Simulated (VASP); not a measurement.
# PbS (Galena) (Fm-3m) in VASP: notebook, part 3 of 3

VASP 6.6.1. The steps go on from the part before.

## Step 4: Relaxation of the atoms, PBEsol (a relaxed cell with its volume scaled by 1.06)

INCAR reads:

```
PREC = Accurate ; ENCUT = 600
EDIFF = 1E-7 ; ISMEAR = 0
SIGMA = 0.03 ; LREAL = F
LASPH = T ; NELM = 80
ALGO = Normal ; ISIF = 2
LWAVE = F ; LCHARG = F
GGA = PS ; IBRION = 2
NSW = 40 ; EDIFFG = -0.01
```

KPOINTS reads:

```
Automatic mesh
0
Gamma
  8 8 8
```

POSCAR reads:

```
PbS                                     
1.0
    0.0000000000      3.0096409900      3.0096409900
    3.0096409900      0.0000000000      3.0096409900
    3.0096409900      3.0096409900      0.0000000000
  Pb              S             
     1     1
Direct
     0.0000000000000000    0.0000000000000000    0.0000000000000000
     0.5000000000000000    0.5000000000000000    0.5000000000000000
```

Potentials or basis: VASP PAW PBE potentials, release 64 (Pb_d, S).

Command:

```
> cat potpaw_PBE.64/Pb_d/POTCAR potpaw_PBE.64/S/POTCAR > POTCAR
> mpirun -np 1 vasp_std > vasp.out
```

OUTCAR:

```text
PREC = Accurate
   ENCUT = 600
   EDIFF = 1E-7
   ISMEAR = 0
   LREAL = F
   LASPH = T
   NELM = 80
   ISIF = 2
   GGA = PS
   IBRION = 2
   NSW = 40
   EDIFFG = -0.01

 ion  position               nearest neighbor table
   1  0.000  0.000  0.000-   2 3.01   2 3.01   2 3.01   2 3.01   2 3.01   2 3.01
   2  0.500  0.500  0.500-   1 3.01   1 3.01   1 3.01   1 3.01   1 3.01   1 3.01

  LATTYP: Found a face centered cubic cell.
 ALAT       =     6.0192819800

  Lattice vectors:

 A1 = (   0.0000000000,   3.0096409900,   3.0096409900)
 A2 = (   3.0096409900,   0.0000000000,   3.0096409900)
 A3 = (   3.0096409900,   3.0096409900,   0.0000000000)

Analysis of symmetry for initial positions (statically):
=====================================================================
 Subroutine PRICEL returns:
 Original cell was already a primitive cell.

 Routine SETGRP: Setting up the symmetry group for a
 face centered cubic supercell.

 Subroutine GETGRP returns: Found 48 space group operations
 (whereof 48 operations were pure point group operations)
 out of a pool of 48 trial point group operations.

The static configuration has the point symmetry O_h .

Analysis of symmetry for dynamics (positions and initial velocities):
=====================================================================
 Subroutine PRICEL returns:
 Original cell was already a primitive cell.

 Routine SETGRP: Setting up the symmetry group for a
 face centered cubic supercell.

 Subroutine GETGRP returns: Found 48 space group operations
 (whereof 48 operations were pure point group operations)
 out of a pool of 48 trial point group operations.

The dynamic configuration has the point symmetry O_h .

 Subroutine INISYM returns: Found 48 space group operations
 (whereof 48 operations are pure point group operations),
 and found     1 'primitive' translations

----------------------------------------------------------------------------------------

                                     Primitive cell

  volume of cell :      54.5223

  direct lattice vectors                    reciprocal lattice vectors
     0.000000000  3.009640990  3.009640990    -0.166132772  0.166132772  0.166132772
     3.009640990  0.000000000  3.009640990     0.166132772 -0.166132772  0.166132772
     3.009640990  3.009640990  0.000000000     0.166132772  0.166132772 -0.166132772

  length of vectors
     4.256275106  4.256275106  4.256275106     0.287750402  0.287750402  0.287750402

  position of ions in fractional coordinates (direct lattice)
     0.000000000  0.000000000  0.000000000
     0.500000000  0.500000000  0.500000000

  ion indices of the primitive-cell ions
   primitive index   ion index
                 1           1
                 2           2

----------------------------------------------------------------------------------------

 KPOINTS: Automatic mesh

Automatic generation of k-mesh.
 Grid dimensions read from file:
 generate k-points for:    8    8    8

 Generating k-lattice:

[... 19 lines left out ...]
  0.125000  0.000000  0.000000      8.000000
  0.250000  0.000000  0.000000      8.000000
  0.375000  0.000000  0.000000      8.000000
  0.500000  0.000000  0.000000      4.000000
  0.125000  0.125000  0.000000      6.000000
[... 16 lines left out ...]
  0.500000  0.250000  0.125000     48.000000
 -0.375000  0.250000  0.125000     24.000000
 [... further k-points ...]
   k-points           NKPTS =     29   k-points in BZ     NKDIM =     29   number of bands    NBANDS=     14
   number of dos      NEDOS =    301   number of ions     NIONS =      2
   total plane-waves  NPLWV =  46656
   dimension x,y,z NGX =    36 NGY =   36 NGZ =   36
   dimension x,y,z NGXF=    72 NGYF=   72 NGZF=   72
   ions per type =               1   1
   NGX,Y,Z   is equivalent  to a cutoff of  14.06, 14.06, 14.06 a.u.
   NGXF,Y,Z  is equivalent  to a cutoff of  28.12, 28.12, 28.12 a.u.
 SYSTEM =  unknown system
   PREC   = accura    normal or accurate (medium, high low for compatibility)
   ISTART =      0    job   : 0-new  1-cont  2-samecut
   ICHARG =      2    charge: 1-file 2-atom 10-const
   ISPIN  =      1    spin polarized calculation?
   LNONCOLLINEAR =      F non collinear calculations
   LSORBIT =      F    spin-orbit coupling
   LASPH  =      T    aspherical Exc in radial PAW
   ENCUT  =  600.0 eV  44.10 Ry    6.64 a.u.   8.50  8.50  8.50*2*pi/ulx,y,z
   NELM   =     80;   NELMIN=  2; NELMDL= -5     # of ELM steps
   EDIFF  = 0.1E-06   stopping-criterion for ELM
   LREAL  =      F    real-space projection
   EDIFFG = -.1E-01   stopping-criterion for IOM
   NSW    =     40    number of steps for IOM
   IBRION =      2    ionic relax: 0-MD 1-quasi-New 2-CG
   NFREE  =      1    steps in history (QN), initial steepest desc. (CG)
   ISIF   =      2    stress and relaxation
   ISYM   =      2    0-nonsym 1-usesym 2-fastsym
   POTIM  = 0.5000    time-step for ionic-motion
   TEBEG  =    0.0;   TEEND  =   0.0 temperature during run
   PSTRESS=    0.0 pullay stress
   NELECT =      20.0000    total number of electrons
   NUPDOWN=      -1.0000    fix difference up-down
   EMIN   =  10.00;   EMAX   =-10.00  energy-range for DOS
   EFERMI =   0.00;   METHOD = LEGACY
   ISMEAR =     0;   SIGMA  =   0.03  broadening in eV -4-tet -1-fermi 0-gaus
   EFERMI_NEDOS =   21; number of points for ismear=-14 and -15
   IALGO  =     38    algorithm
   IMIX   =      4    mixing-type and parameters
     AMIX     =   0.40;   BMIX     =  1.00
     AMIX_MAG =   1.60;   BMIX_MAG =  1.00
  volume/ion in A,a.u.               =      27.26       183.97
  Fermi-wavevector in a.u.,A,eV,Ry     =   1.171908  2.214585 18.685807  1.373368
  Thomas-Fermi vector in A             =   2.308345
   LORBIT       =      0    0 simple, 1 ext, 2 COOP (PROOUT), +10 PAW based schemes
   GGA     = PS    functional components
   LHFCALC =     F    Hartree Fock is set to
   AEXX    =    0.0000 exact exchange contribution
   IVDW    =     0    specifies the selected vdW correction
   LEPSILON=     F    determine dielectric tensor
   LRPA    =     F    only Hartree local field effects (RPA)
 conjugate gradient relaxation of ions
 non-spin polarized calculation
 Gauss-broadening in eV      SIGMA  =   0.03
  energy-cutoff  :      600.00
  volume of cell :       54.52
 maximum number of plane-waves:      1840
 NGX is ok and might be reduce to    36
   NGX = 17   NGY = 17   NGZ = 17

 number of electron      19.9999998 magnetization

 Free energy of the ion-electron system (eV)
  ---------------------------------------------------
  ext. energy  EPLUGINS =         0.00000000
  ---------------------------------------------------
  free energy    TOTEN  =        -9.42667665 eV

  energy without entropy =       -9.42667665  energy(sigma->0) =       -9.42667665

 E-fermi :   5.2108     XC(G=0):  -9.6827

 val. band max:        5.0763729380   @ k =   0.5000   0.0000   0.0000
 cond. band min:       5.4845938137   @ k =   0.5000   0.0000   0.0000
 fundamental gap:      0.4082208757
 Fermi energy:         5.2108059755

 k-point     1 :       0.0000    0.0000    0.0000
  band No.  band energies     occupation
      1     -11.5550      2.00000
      2     -11.5550      2.00000
      3     -11.5550      2.00000
      4     -11.5405      2.00000
      5     -11.5405      2.00000
      6      -8.0936      2.00000
      7      -1.0151      2.00000
      8       3.1647      2.00000
      9       3.1647      2.00000
     10       3.1647      2.00000
     11      10.1523      0.00000
     12      10.1523      0.00000
     13      10.1523      0.00000
     14      11.8718      0.00000
[... 377 lines left out ...]
      1     -11.5970      2.00000
      2     -11.5550      2.00000
      3     -11.5406      2.00000
      4     -11.5295      2.00000
      5     -11.5116      2.00000
      6      -6.7351      2.00000
      7      -3.1886      2.00000
      8       1.9208      2.00000
      9       2.3152      2.00000
     10       4.2087      2.00000
     11       6.6635      0.00000
     12       8.4706      0.00000
     13       9.0554      0.00000
     14      13.0253      0.00000

 [... further k-points ...]
[... 5 lines left out ...]
  --------------------------------------------------------------------------------------
  -------------------------------------------------------------------------------------
  Total       -1.0526676     -1.0526676     -1.0526676      0.0000000      0.0000000      0.0000000
  in kB      -30.9334075    -30.9334075    -30.9334075      0.0000000      0.0000000      0.0000000
  external PRESSURE =     -30.9334075 kB  Pullay stress =       0.0000000 kB

 VOLUME and BASIS-vectors are now :
 -----------------------------------------------------------------------------
  energy-cutoff  :      600.00
  volume of cell :       54.52
      direct lattice vectors                 reciprocal lattice vectors
     0.000000000  3.009640990  3.009640990    -0.166132772  0.166132772  0.166132772
     3.009640990  0.000000000  3.009640990     0.166132772 -0.166132772  0.166132772
     3.009640990  3.009640990  0.000000000     0.166132772  0.166132772 -0.166132772

 POSITION                                       TOTAL-FORCE (eV/Angst)
 -----------------------------------------------------------------------------------
      0.00000      0.00000      0.00000        -0.000000      0.000000      0.000000
      3.00964      3.00964      3.00964         0.000000      0.000000     -0.000000
 -----------------------------------------------------------------------------------
    total drift:                                0.000000      0.000000      0.000000

  FREE ENERGIE OF THE ION-ELECTRON SYSTEM (eV)
  ---------------------------------------------------
  free  energy   TOTEN  =        -9.4266766520 eV

  energy  without entropy=       -9.4266766520  energy(sigma->0) =       -9.42667665

 reached required accuracy - stopping structural energy minimisation
```

CONTCAR:

```text
PbS
   1.00000000000000
     0.0000000000000000    3.0096409899999998    3.0096409899999998
     3.0096409899999998    0.0000000000000000    3.0096409899999998
     3.0096409899999998    3.0096409899999998    0.0000000000000000
  Pb              S
     1     1
Direct
     0.0000000000000000    0.0000000000000000    0.0000000000000000
     0.5000000000000000    0.5000000000000000    0.5000000000000000

  0.00000000E+00  0.00000000E+00  0.00000000E+00
  0.00000000E+00  0.00000000E+00  0.00000000E+00
```

Wall time 19 s (1 thread of Intel Xeon 6975P-C (Granite Rapids), shared host); peak memory 0.2 GiB.

Results:

- Free energy: -9.4267 eV
- Pressure after relaxing: -3.1 GPa
- Band gap on the k mesh: 0.41 eV, direct

Final structure:
```yaml
crystal:
  lattice:
    - [0.00000, 3.00964, 3.00964]
    - [3.00964, 0.00000, 3.00964]
    - [3.00964, 3.00964, 0.00000]
  atoms:
    - { symbol: Pb, position: [0.00000, 0.00000, 0.00000] }
    - { symbol: S, position: [0.50000, 0.50000, 0.50000] }
```

Caveat: the relaxation stopped at its first step, so nothing moved; the PAW data sets were made with another functional, which shifts forces and pressure a little; spin-orbit coupling is left out, which as a rule narrows the gap of such compounds by several tenths of an eV.

## Step 5: Summary

```csv
cell,gap on the mesh (eV),pressure (GPa)
atoms relaxed from: a relaxed cell with its volume scaled by 1.02,0.28,-1.1
atoms relaxed from: a relaxed cell with its volume scaled by 1.04,0.34,-2.2
atoms relaxed from: a relaxed cell with its volume scaled by 1.06,0.41,-3.1
```

Alike in all rows: task relaxation of the atoms; level PBEsol; potentials or basis VASP PAW PBE potentials, release 64 (Pb_d, S); no spin polarisation; k mesh 8 × 8 × 8; cutoff (eV) 600; smearing gaussian 0.03 eV.

Caveats: the relaxation stopped at its first step, so nothing moved; the PAW data sets were made with another functional, which shifts forces and pressure a little; spin-orbit coupling is left out, which as a rule narrows the gap of such compounds by several tenths of an eV.

Absolute energies hang on the potentials; compare differences alone.
